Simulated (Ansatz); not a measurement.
# ScAl3: biaxial strain in the a-b plane

The task here is to estimate one member of a computed series from the others.

Method: DFT PBE, scalar-relativistic, plane waves, PAW, in Ansatz 0.2.0.

**The system as given**

It takes space group Pm-3m (No. 221, cubic). Conventional cell: a = 4.105 Å, b = 4.105 Å, c = 4.105 Å, α = 90.00°, β = 90.00°, γ = 90.00°. Sc (site symmetry m-3m) is surrounded by 12 Al at 2.90 Å. Al (site symmetry 4/mmm) is surrounded by 4 Sc at 2.90 Å and 8 Al at 2.90 Å.

Coordinates:

```
Sc Al
1.0
     4.10533    0.00000    0.00000
     0.00000    4.10533    0.00000
     0.00000    0.00000    4.10533
Sc Al
1 3
Direct
  0.00000 0.00000 0.00000
  0.50000 0.00000 0.50000
  0.00000 0.50000 0.50000
  0.50000 0.50000 0.00000
```

It goes back to an entry of the Materials Project.

It is the result of an earlier relaxation at this level (volume 17.30 Å³/atom; gap on the mesh: none (metal)).

The unstrained cell comes from an earlier run at this level (4 atoms, E(σ→0) -3750.1343 eV, gap none (metal)).

The first run:

Input file input.yaml:

```yaml
crystal:
  lattice:
    - [4.0232239842, 0.0, 0.0]
    - [0.0, 4.0232239842, 0.0]
    - [0.0, 0.0, 4.1545945633]
  atoms:
    - { symbol: Sc, position: [0.0, 0.0, 0.0] }
    - { symbol: Al, position: [0.5, 0.0, 0.5] }
    - { symbol: Al, position: [0.0, 0.5, 0.5] }
    - { symbol: Al, position: [0.5, 0.5, 0.0] }
basis:
  ecutwfc: 420
kpoints:
  mp_grid: { grid: [12, 12, 12] }
hamiltonian:
  xc: pbe
scf:
  occupations: { method: gaussian, width: 0.1 }
output:
  forces: true
  stress: true
  eigenvalues: true
  write_density: true
  write_potential: true
  elf: true
  volumetric_format: npy
relax:
  adjacent_minimum: "off"
  f_tol: 0.008
  max_steps: 40
  cell: { stress_tol: 0.015, fix: [a, b, gamma] }
```

Command:

```sh
> ansatz run input.yaml --threads 1 --pin off --max-ram 2560MiB --backend cpu --events-out ev --progress --plain --runs-dir out
```

Steps of the session up to this table: Strain -2.0 %; Strain +2.0 %; Strain -4.0 %; At +4.0 %; Strain -6.0 %; Strain +6.0 %.

One of the session's tables, all rows but one given; the rest of the session is left out.

Lengths are those of the vectors of the cell that was run; stresses in GPa:

| strain (%) | ΔE (meV/atom) | a (Å) | b (Å) | c (Å) |
| --- | --- | --- | --- | --- |
| -6.0 | 94.8 | 3.859 | 3.859 | 4.217 |
| -4.0 | 39.9 | 3.941 | 3.941 | 4.178 |
| -2.0 | 9.4 | 4.023 | 4.023 | 4.142 |
| +0.0 | 0.0 | 4.105 | 4.105 | 4.105 |
| +2.0 | 8.1 | 4.187 | 4.187 | 4.069 |
| +4.0 | ? | ? | ? | ? |
| +6.0 | 65.0 | 4.352 | 4.352 | 3.989 |

**Question.** Estimate the row for strain (%) = +4.0.

Worked estimate for «ΔE (meV/atom)». A straight line through the neighbours (2.0, 8.1) and (6.0, 65.0) gives 8.1 + (65.0 − 8.1) × (4.0 − 2.0) / (6.0 − 2.0) = 36.5; a parabola fitted to 3 rows on both sides gives 29.8.

The run gave: ΔE (meV/atom): 30.8; a (Å): 4.270; b (Å): 4.270; c (Å): 4.032. In «ΔE (meV/atom)» the line misses by +5.7 and the parabola by -1.0.

ΔE is over the unstrained cell. Stress in GPa, positive in compression, on the Cartesian axes of the input. 
